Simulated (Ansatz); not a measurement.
## Ru (sc type) under strong compression

```
CELL_PARAMETERS angstrom
2.51212 0.00000 0.00000
0.00000 2.51212 0.00000
0.00000 0.00000 2.51212
ATOMIC_POSITIONS crystal
Ru 0.00000 0.00000 0.00000
```

The cell comes from a relaxation on PAW files under the same functional, begun from a prototype that needn't be the stable phase.

Its volume is scaled at fixed shape and fractional positions.

Computed with Ansatz 0.2.0; functional PBE, scalar-relativistic. Settings: a Γ-centred 15×15×15 k mesh, Fermi–Dirac smearing of 0.1 eV, no spin polarisation. Methods: LAPW: all electrons, basis error target 1 meV/atom; PAW: frozen-core files, cutoff 420 eV; crystal datasets: all electrons, by PAW datasets that the program makes for each cell; norm-conserving: pseudopotentials, cutoff 1143 eV; PAW (cutoff 600 eV): frozen-core files, cutoff 600 eV.

Energies are extrapolated to zero smearing and count from the unscaled cell; pressure is positive in compression; gaps take the mesh and a band path. No temperature or zero-point motion is included.

```
V/V0  V (Å³/atom)  P LAPW (GPa)  ΔE LAPW (eV/atom)  P PAW − LAPW (GPa)  ΔE PAW − LAPW (meV/atom)
1.00        15.85         -0.05              0.000                0.02                       0.0
0.90        14.27          29.6              0.129                0.01                       0.2
0.80        12.68          82.6              0.655               -0.05                       0.1
0.70        11.10         179.1                  ?               -0.19                      -1.0
0.60         9.51         361.9              4.472               -0.36                      -3.8
0.50         7.93         735.3              9.663               -0.03                      -7.0
0.40         6.34          1589             20.543                2.26                       3.7
```

(1) What belongs in the row "0.70", column "ΔE LAPW (eV/atom)"?

(2) Fit the Vinet equation to the LAPW pressures over the whole range, with residuals weighted by 1/(|P| + 0.03·Pmax).

(3) From the table, what is the rise of the enthalpy H = E + pV up to the last row, and how stiff is the crystal between the last two rows?

(4) At the smallest volume, how far do crystal datasets and norm-conserving and PAW (cutoff 600 eV) lie from LAPW in pressure?

(5) How do the Löwdin populations by LAPW change from the unscaled cell to the last row?

Answers

(1) 1.898.

(2) V0 = 15.87 Å³/atom, B0 = 207 GPa and B0′ = 5.17, and the fit misses no point by more than 19 GPa. A fit over so wide a range pins B0 less well than one near rest.

(3) ΔH = 20.543 eV + (1589 GPa × 6.34 Å³ + 0.05 GPa × 15.85 Å³) × 0.006242 eV/(GPa·Å³) = 83.43 eV/atom, of which pV makes 75 %. The mean bulk modulus there is −ΔP/Δln V = 3830 GPa.

(4) crystal datasets: +0.01 GPa; norm-conserving: +9.01 GPa; PAW (cutoff 600 eV): +1.24 GPa, on a LAPW pressure of 1589 GPa.

(5) Ru 4s 1.96 → 1.85, Ru 5s 0.75 → 0.52, Ru 4p 5.99 → 5.92, Ru 4d 7.25 → 7.62 electrons an atom. These are projections on the shells that the free atoms fill; 0.06 e a cell lies outside them at the start and 0.11 e at the end.
